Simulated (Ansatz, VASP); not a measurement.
Two plane-wave programs on MnS

```
CELL_PARAMETERS angstrom
0.00000 2.61225 2.61225
2.61225 0.00000 2.61225
2.61225 2.61225 0.00000
ATOMIC_POSITIONS crystal
Mn 0.00000 0.00000 0.00000
S 0.50000 0.50000 0.50000
```

Alike in both runs: task single point; functional r2SCAN; k mesh 6 × 6 × 6; occupations gaussian, width 0.05 eV; collinear spin.

|  | VASP | Ansatz |
| --- | --- | --- |
| version | VASP 6.6.1 | Ansatz 0.2.0 |
| potentials or method | VASP PAW PBE potentials, release 64 (Mn_pv, S) | scalar-relativistic, plane waves, PAW |
| plane-wave cutoff (eV) | 520 | 500 |
| valence electrons in the cell | 19 | 21 |

|  | VASP | Ansatz | Ansatz less VASP |
| --- | --- | --- | --- |
| gap on the k mesh at the Fermi level (eV) | none | none | - |
| pressure (GPa) | -0.4 | -0.4 | +0.02 |
| net moment per atom (μB) | 2.49 | 2.49 | 0.000 |
| size of the moment on the site where the two differ most (μB) | 0.14 | 0.18 | +0.045 |

Site moments also hang on the region over which each program counts them. A gap of «none» marks a metal or a gap that the smearing closes. The two sets of potentials don't hold the same shells in valence. Ansatz warned: «stability_check_not_made».

Caveats: the PAW data sets were made with another functional, which shifts forces and pressure a little (VASP); a cell with one magnetic atom can't hold antiferromagnetic order, which such compounds often take; semilocal functionals often make such compounds metallic where correlation or magnetic order opens a gap, which also shifts bond lengths. With open d or f shells a metallic result of r2SCAN can be an artefact of self-interaction; +U or a hybrid may open a gap.
